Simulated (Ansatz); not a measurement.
# CuAu (P4/mmm) in Ansatz: reference runs

How does CuAu come out in PBEsol? The cell is run as given and disturbed.

All numbers are computed with Ansatz 0.2.0; they aren't measurements. Logs are shortened: lines on timing, memory, paths and dates and some standing lists are left out, and cuts for length are marked.

**1. The structure**

The structure is tetragonal, space group P4/mmm (No. 123). The conventional cell has a = 2.811 Å, b = 2.811 Å, c = 3.685 Å, α = 90.00°, β = 90.00°, γ = 90.00°. Au (site symmetry 4/mmm) is surrounded by 8 Cu at 2.71 Å and 4 Au at 2.81 Å. Cu (site symmetry 4/mmm) has 8 Au at 2.71 Å and 4 Cu at 2.81 Å as nearest neighbours.

**2. Single point, PBEsol**

File input.yaml:

```yaml
crystal:
  lattice:
    - [2.8107494552, 0.0, 0.0]
    - [0.0, 2.8107494552, 0.0]
    - [0.0, 0.0, 3.685]
  atoms:
    - { symbol: Au, position: [0.0, 0.0, 0.0] }
    - { symbol: Cu, position: [0.5, 0.5, 0.5] }
kpoints:
  mp_grid: { grid: [9, 9, 7] }
scf:
  occupations: { method: fermi_dirac, width: 0.05 }
hamiltonian:
  xc: pbesol
  pseudopotentials: { kind: all_electron, lapw: { basis_error: 0.001 } }
output:
  forces: true
  stress: true
  eigenvalues: true
  populations: true
```

Potentials or basis: all-electron LAPW, scalar-relativistic.

Launch:

```console
$ ansatz run input.yaml --threads 1 --pin off --max-ram 3072MiB --backend cpu --events-out ev --progress --plain --runs-dir out
```

The log of the run:

```text
Warning: RAYON_NUM_THREADS=1 ignored (pool sized by the plan → 1); use --threads N
Au: projections on atomic orbitals take those of the free atom 1s2 2s2 2p6 3s2 3p6 3d10 4s2 4p6 4d10 4f14 5s2 5p6 5d10 6s1, of charge +0.00 (hamiltonian.pseudopotentials.projection_atoms)
Cu: projections on atomic orbitals take those of the free atom 1s2 2s2 2p6 3s2 3p6 3d10 4s1, of charge +0.00 (hamiltonian.pseudopotentials.projection_atoms)
LAPW: plane waves up to 8.441 Å⁻¹, error target 1.0e-3 eV per atom; small_component_spin mean_spin; Cu in spheres of 1.323 Å, 19 of its electrons in bands, Dirac shells []; Au in spheres of 1.387 Å, 43 of its electrons in bands, Dirac shells [] (how accurate: hamiltonian.pseudopotentials.lapw.basis_error, Limitations)
Engine: ansatz 0.2.0, aarch64-unknown-linux-gnu
Pseudopotentials: kind: all_electron
Pseudopotential: Au, LAPW, valence charge 43, lapw/all_electron/scalar/gaussian/Au, Koelling and Harmon's equation, gaussian nucleus
Pseudopotential: Cu, LAPW, valence charge 19, lapw/all_electron/scalar/gaussian/Cu, Koelling and Harmon's equation, gaussian nucleus
Functional definition: PBEsol
  exchange = pbesol_x
  correlation = pbesol_c
Crystal: 2 atoms, lattice volume = 29.113 Å³
Basis set: ecut = 271.49313259409956 eV, 293 PW (Γ), exchange–correlation at level 2
Bands: 38, of which v1, the nominal top of the filled ones, is band 31 counted from 1 (30 counted from 0)
Symmetry: 16 space group operations
Space group: P4/mmm (ITA 123), of the structure as read, at distance tolerance 3.1e-5 Å
k-points: 60 of 567
Non-local potential: Au, projectors of the file, none
Non-local potential: Cu, projectors of the file, none
Initial density: superposition of atomic densities (chi_scale 0.1, normalization cell, long waves kept (reshape's long-wave potential 0.00 eV rms))
Initial wavefunctions: plane waves of lowest kinetic energy (no species holds an atomic orbital)
Functional: x = pbesol(κ = 0.804, μ = 0.12345679012345678), c = pbesol(β = 0.046)
iter 1 solved again at ethr=3.14e-4 eV; its pass at ethr=1.00e-1 eV (dr2=1.95e-1 eV) is discarded
SCF iter   1: F=—  HF=-562081.770931 eV  |F-HF|=—  |Δ(HF+E_count)|=         —  Δρ=3.50e-2  dr2=1.95e-1  ethr=3.14e-4  ⟨swp⟩=2.9  Hψ=14685  notcnv=0
preconditioner: auto → Kerker (q_TF=auto, 3.095 Å⁻¹)  [metal: Δε(μ)=0.093 eV  Ē_g=13.317 eV  σ=0.050 eV  W_gap=0.41  n_scr=14 (ndim 8)  ℏωp=32.3 eV  f_vac=0.003  D(μ)=0.70/eV (n_scr^D=2)]
SCF iter   2: F=—  HF=-562082.224976 eV  |F-HF|=—  |Δ(HF+E_count)|=   4.54e-1  Δρ=2.60e-2  dr2=3.74e-1  ethr=3.14e-4  ⟨swp⟩=3.0  Hψ=7443  notcnv=0
SCF iter   3: F=—  HF=-562080.714159 eV  |F-HF|=—  |Δ(HF+E_count)|=    1.51e0  Δρ=9.73e-3  dr2=2.65e-2  ethr=3.14e-4  ⟨swp⟩=2.9  Hψ=6760  notcnv=0
SCF iter   4: F=—  HF=-562080.699737 eV  |F-HF|=—  |Δ(HF+E_count)|=   1.44e-2  Δρ=7.36e-3  dr2=1.64e-2  ethr=4.27e-5  ⟨swp⟩=2.0  Hψ=6550  notcnv=0
SCF iter   5: F=—  HF=-562080.695597 eV  |F-HF|=—  |Δ(HF+E_count)|=   4.14e-3  Δρ=3.59e-3  dr2=4.80e-3  ethr=2.64e-5  ⟨swp⟩=2.0  Hψ=6509  notcnv=0
SCF iter   6: F=—  HF=-562080.695997 eV  |F-HF|=—  |Δ(HF+E_count)|=   4.00e-4  Δρ=1.54e-3  dr2=1.30e-3  ethr=7.75e-6  ⟨swp⟩=2.0  Hψ=6520  notcnv=0
iter 7 solved again at ethr=3.00e-8 eV; its pass at ethr=2.09e-6 eV (dr2=1.86e-5 eV) is discarded
SCF iter   7: F=—  HF=-562080.695848 eV  |F-HF|=—  |Δ(HF+E_count)|=   1.49e-4  Δρ=3.14e-4  dr2=1.86e-5  ethr=3.00e-8  ⟨swp⟩=2.0  Hψ=11180  notcnv=0
SCF iter   8: F=—  HF=-562080.695787 eV  |F-HF|=—  |Δ(HF+E_count)|=   6.10e-5  Δρ=1.39e-4  dr2=7.96e-6  ethr=3.00e-8  ⟨swp⟩=2.0  Hψ=6550  notcnv=0
SCF iter   9: F=—  HF=-562080.695783 eV  |F-HF|=—  |Δ(HF+E_count)|=   4.62e-6  Δρ=1.35e-4  dr2=1.15e-5  ethr=1.28e-8  ⟨swp⟩=2.0  Hψ=6550  notcnv=0
SCF iter  10: F=—  HF=-562080.695777 eV  |F-HF|=—  |Δ(HF+E_count)|=   5.93e-6  Δρ=3.76e-5  dr2=8.75e-7  ethr=1.28e-8  ⟨swp⟩=2.0  Hψ=6550  notcnv=0
SCF iter  11: F=-562080.695776 eV  HF=-562080.695776 eV  |F-HF|=4.78e-8  |Δ(HF+E_count)|=   2.13e-7  Δρ=1.10e-5  dr2=6.65e-8  ethr=1.41e-9  ⟨swp⟩=2.0  Hψ=6550  notcnv=0
SCF 1 converged in 11 iterations: F = -562080.695776 eV  dr2 = 6.65e-8
SCF converged after 11 iterations
Free energy (F): -562080.695776 eV
Harris-Foulkes:  -562080.695776 eV  (|F-HF|=4.78e-8)
Internal energy: -562080.691998 eV  (E = F + TS)
E sigma→0 (E₀):  -562080.693887 eV
Entropy (-TS):   -0.003778 eV (-1.889 meV/atom)
Fermi energy:    21.356330 eV
--- Per-component energies (eV) ---
  E_band       = -4285.456414
  E_kinetic    = 635067.252986
  E_xc         = -11574.857984
  E_electrostatic = -1185573.087000  (all electrons and nuclei)
  E_smearing   = -0.003778  (= −TS)
  E_closure    = 0.000000  (closes the sum)
  E_atoms      = -562072.315016  (free atoms, spherical and without spin; not in F)
  Σ components = -562080.695776   (vs F -562080.695776, Δ=0.00e0)
  Basis errors (estimates in eV, not in F): energy 2.4e-4 per atom: plane waves 2.1e-4 (1.0e-4 summed), levels above the bands 6.6e-154, relativity 9.1e-9, radial functions 3.0e-5, core shells 4.9e-8; eigenvalues (radial functions only) 1.6e-6; not estimated: angular momenta, meshes, grids; target (lapw.basis_error) 1.0e-3; muffin-tin radii Cu 1.323 Å, Au 1.387 Å
--- Forces (eV/Å), atoms counted from 1 ---
  atom   1  Au    -0.00000000     0.00000000     0.00000000
  atom   2  Cu     0.00000000    -0.00000000    -0.00000000
  max |Σ_I F_I| component: 9.86e-31 eV/Å
--- Stress (GPa, compression-positive) ---
       -3.850086      -0.000000      -0.000000
       -0.000000      -3.850086      -0.000000
       -0.000000      -0.000000      -4.192497
  P = ⅓ Tr σ = -3.9642 GPa (-39.642 kbar)
--- Band table (eV; the first three rows and the last of 60) ---
  k-point 0: bands = ["-301.5925", "-301.5925", "-301.5880", "-301.5843", "-301.5664", "-90.5369", "-84.4916", "-57.5603", "-57.5519", "-57.5519", "-57.5472", "-57.5450", "-57.5358", "-57.5358", "-48.0796", "-48.0683", "-48.0683", "-35.8592", "-35.8006", "-35.8006", "11.5521", "14.7867", "14.9387", "17.3507", "17.3507", "18.4275", "18.5890", "19.2907", "19.7408", "19.9623", "19.9623", "23.4215", "29.3924", "31.3481", "31.3481", "38.0683", "38.1513", "38.7075"]
  k-point 1: bands = ["-301.5925", "-301.5925", "-301.5880", "-301.5843", "-301.5664", "-90.5369", "-84.4916", "-57.5603", "-57.5519", "-57.5519", "-57.5472", "-57.5450", "-57.5358", "-57.5358", "-48.0797", "-48.0683", "-48.0683", "-35.8602", "-35.8006", "-35.8006", "11.7999", "14.8314", "15.0203", "17.4000", "17.4000", "18.4668", "18.5212", "19.2198", "19.6958", "19.8076", "19.8076", "22.0525", "31.1478", "31.8290", "31.8290", "37.0655", "38.0282", "39.9700"]
  k-point 2: bands = ["-301.5925", "-301.5925", "-301.5880", "-301.5843", "-301.5664", "-90.5369", "-84.4916", "-57.5603", "-57.5519", "-57.5519", "-57.5472", "-57.5450", "-57.5358", "-57.5358", "-48.0797", "-48.0682", "-48.0682", "-35.8626", "-35.8006", "-35.8006", "12.4776", "14.9380", "15.2196", "17.5327", "17.5327", "18.3630", "18.5674", "18.9665", "19.4526", "19.4526", "19.5823", "19.9106", "33.1559", "33.1559", "34.4303", "36.1944", "37.8106", "39.6847"]
  k-point 59: bands = ["-301.5925", "-301.5925", "-301.5880", "-301.5843", "-301.5664", "-90.5347", "-84.4799", "-57.5598", "-57.5527", "-57.5527", "-57.5469", "-57.5451", "-57.5357", "-57.5357", "-48.0844", "-48.0844", "-48.0769", "-35.9392", "-35.9390", "-35.8370", "14.8536", "15.6240", "15.6969", "17.5614", "18.1908", "18.1971", "18.5452", "19.3098", "19.6487", "19.7641", "24.8255", "26.3912", "26.6412", "27.5700", "28.5895", "29.0466", "30.4445", "31.9855"]
--- Löwdin populations: 2 sites ---
  site symbol       q [e]
     0     Au     78.8718
     1     Cu     28.7992
  spilling = 0.003046 (of n_electrons = 108.000000)
```

Run time: 24 s. Hardware: 1 thread of Arm Neoverse V2, shared host; peak memory 0.41 GiB.

What came out:

| Property | Result |
| --- | --- |
| Free energy | -562080.6958 eV |
| Pressure | -4.0 GPa |
| Band gap on the k mesh | none (metal or under the smearing width) |

The run has no spin-orbit coupling, so splittings on Au are missing.

**3. Single point, PBEsol (atoms moved at random, drawn with an rms of 0.05 Å)**

input.yaml, as its differences from that of step 2:

```diff
@@ -6,4 +6,4 @@
   atoms:
-    - { symbol: Au, position: [0.0, 0.0, 0.0] }
-    - { symbol: Cu, position: [0.5, 0.5, 0.5] }
+    - { symbol: Au, position: [-0.00706, 0.003154, -0.015573] }
+    - { symbol: Cu, position: [0.496564, 0.48971, 0.494763] }
 kpoints:
```

Potentials or basis: all-electron LAPW, scalar-relativistic.

Launch:

```console
$ ansatz run input.yaml --threads 1 --pin off --max-ram 3072MiB --backend cpu --events-out ev --progress --plain --runs-dir out
```

The log of the run:

```text
Warning: RAYON_NUM_THREADS=1 ignored (pool sized by the plan → 1); use --threads N
Au: projections on atomic orbitals take those of the free atom 1s2 2s2 2p6 3s2 3p6 3d10 4s2 4p6 4d10 4f14 5s2 5p6 5d10 6s1, of charge +0.00 (hamiltonian.pseudopotentials.projection_atoms)
Cu: projections on atomic orbitals take those of the free atom 1s2 2s2 2p6 3s2 3p6 3d10 4s1, of charge +0.00 (hamiltonian.pseudopotentials.projection_atoms)
LAPW: plane waves up to 8.630 Å⁻¹, error target 1.0e-3 eV per atom; small_component_spin mean_spin; Cu in spheres of 1.299 Å, 19 of its electrons in bands, Dirac shells []; Au in spheres of 1.361 Å, 43 of its electrons in bands, Dirac shells [] (how accurate: hamiltonian.pseudopotentials.lapw.basis_error, Limitations)
[... 6 set-up lines as earlier in the session ...]
[... 44 lines left out ...]
--- Forces (eV/Å), atoms counted from 1 ---
  atom   1  Au     0.03324789    -0.12274478     0.24513537
  atom   2  Cu    -0.03324737     0.12274266    -0.24513771
  max |Σ_I F_I| component: 2.34e-6 eV/Å
--- Stress (GPa, compression-positive) ---
       -3.651972      -0.020942       0.044592
       -0.020942      -3.697680      -0.164532
        0.044592      -0.164532      -3.968133
  P = ⅓ Tr σ = -3.7726 GPa (-37.726 kbar)
--- Band table (eV; the first three rows and the last of 284) ---
  k-point 0: bands = ["-301.5930", "-301.5929", "-301.5884", "-301.5847", "-301.5668", "-90.5374", "-84.4924", "-57.5607", "-57.5524", "-57.5524", "-57.5476", "-57.5454", "-57.5363", "-57.5363", "-48.0802", "-48.0689", "-48.0687", "-35.8601", "-35.8017", "-35.8015", "11.5514", "14.7839", "14.9366", "17.3460", "17.3515", "18.4248", "18.5878", "19.2869", "19.7402", "19.9573", "19.9632", "23.4307", "29.3847", "31.3500", "31.3602", "38.0590", "38.1426", "38.7177"]
  k-point 1: bands = ["-301.5930", "-301.5929", "-301.5884", "-301.5847", "-301.5668", "-90.5374", "-84.4924", "-57.5607", "-57.5524", "-57.5524", "-57.5476", "-57.5454", "-57.5363", "-57.5363", "-48.0802", "-48.0688", "-48.0687", "-35.8612", "-35.8017", "-35.8014", "11.7990", "14.8282", "15.0183", "17.3950", "17.3997", "18.4632", "18.5204", "19.2149", "19.6958", "19.8055", "19.8094", "22.0604", "31.1414", "31.8304", "31.8383", "37.0631", "38.0166", "39.9726"]
  k-point 2: bands = ["-301.5930", "-301.5929", "-301.5884", "-301.5847", "-301.5668", "-90.5374", "-84.4924", "-57.5607", "-57.5524", "-57.5523", "-57.5476", "-57.5454", "-57.5363", "-57.5363", "-48.0803", "-48.0688", "-48.0687", "-35.8636", "-35.8017", "-35.8014", "12.4759", "14.9339", "15.2182", "17.5269", "17.5278", "18.3655", "18.5610", "18.9556", "19.4551", "19.4576", "19.5847", "19.9227", "33.1548", "33.1564", "34.4248", "36.1924", "37.7862", "39.6881"]
  k-point 283: bands = ["-301.5930", "-301.5929", "-301.5884", "-301.5847", "-301.5668", "-90.5361", "-84.4859", "-57.5605", "-57.5532", "-57.5524", "-57.5475", "-57.5455", "-57.5366", "-57.5359", "-48.0863", "-48.0785", "-48.0695", "-35.9533", "-35.8462", "-35.8078", "14.8925", "15.4545", "16.2053", "16.5106", "17.3541", "17.9214", "18.7035", "18.7722", "19.4118", "19.5556", "20.2471", "22.0246", "27.8537", "30.0763", "33.9563", "34.3844", "36.3241", "37.0670"]
--- Löwdin populations: 2 sites ---
  site symbol       q [e]
     0     Au     78.8720
     1     Cu     28.7992
  spilling = 0.003044 (of n_electrons = 108.000000)
```

populations.tsv:

```text
# site	symbol	l	j	q
# orbitals = lowdin
# n_electrons = 108.000000
# spilling = 0.003044
# projection_atom_Au: 1s2 2s2 2p6 3s2 3p6 3d10 4s2 4p6 4d10 4f14 5s2 5p6 5d10 6s1
# projection_atom_Cu: 1s2 2s2 2p6 3s2 3p6 3d10 4s1
0	Au	0_1S	-	2.000000
0	Au	0_2S	-	1.999993
0	Au	0_3S	-	1.999916
0	Au	0_4S	-	1.999172
0	Au	0_5S	-	1.988559
0	Au	0_6S	-	1.162861
0	Au	1_2P	-	6.000000
0	Au	1_3P	-	5.999999
0	Au	1_4P	-	5.999984
0	Au	1_5P	-	5.998391
0	Au	2_3D	-	10.000000
0	Au	2_4D	-	9.999994
0	Au	2_5D	-	9.723126
0	Au	3_4F	-	13.999991
1	Cu	0_1S	-	1.999995
1	Cu	0_2S	-	1.999762
1	Cu	0_3S	-	1.993733
1	Cu	0_4S	-	0.999771
1	Cu	1_2P	-	5.999997
1	Cu	1_3P	-	5.999571
1	Cu	2_3D	-	9.806386
```

It took 3.2 min on 1 thread of Arm Neoverse V2, shared host; peak memory 0.86 GiB.

Results:

```
Free energy            : -562080.6886 eV
Pressure               : -3.8 GPa
Largest force          : 0.276 eV/Å
Band gap on the k mesh : none (metal or under the smearing width)
```

Forces on the atoms (eV/Å):
```
Au   0.033 -0.123  0.245
Cu  -0.033  0.123 -0.245
```

The run has no spin-orbit coupling, so splittings on Au are missing.
